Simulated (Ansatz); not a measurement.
**Ta2C: how the axes shrink under pressure**

Ta2C, P-3m1, a = 3.095 Å, c = 4.921 Å. The structure is a COD entry; whether it is the stable form wasn't checked. Ansatz: PBEsol, PAW, 420 eV, Γ-centred 18×18×8 mesh on 3 atoms, Gaussian smearing 0.10 eV; no spin polarisation. Cell and atoms are relaxed at each pressure, and no other structure is tried, so the rows at high pressure may lie past a change of phase. y = 100 ln(c/c0) with c0 = 4.9211 Å, so nearly a change in per cent. The pressures are the targets, met within 0.03 GPa.

```
P (GPa) y  100 ln(a/a0)
   -2.0      ?             ?
    0.0   0.00          0.00
    2.0  -0.25         -0.25
    5.0  -0.58         -0.60
   10.0  -1.11         -1.16
   20.0  -2.06         -2.19
   40.0  -3.67         -3.95
```

Q: Fit y = c1 P + c2 P² to the other rows, give the linear compressibility along c, and predict the missing y.

A: Least squares on the rows shown. y = −0.1161 P + 0.0006113 P². The linear compressibility along c is −c1/100 = 1.16 per TPa, against 1.21 along a from the same fit to the last column (its missing entry is 0.25): the crystal is about as stiff along both at low pressure. With a term in P³ added, the coefficient of P becomes -0.1217, 5 % more, which shows how far this figure hangs on the form. At P = -2.0 the fit asked for gives 0.23. The run gave 0.25, so the fit is 0.02 too low, within twice the rms miss on the fitted rows (0.01).

Spin–orbit coupling is left out, which can shift energies with elements as heavy as these.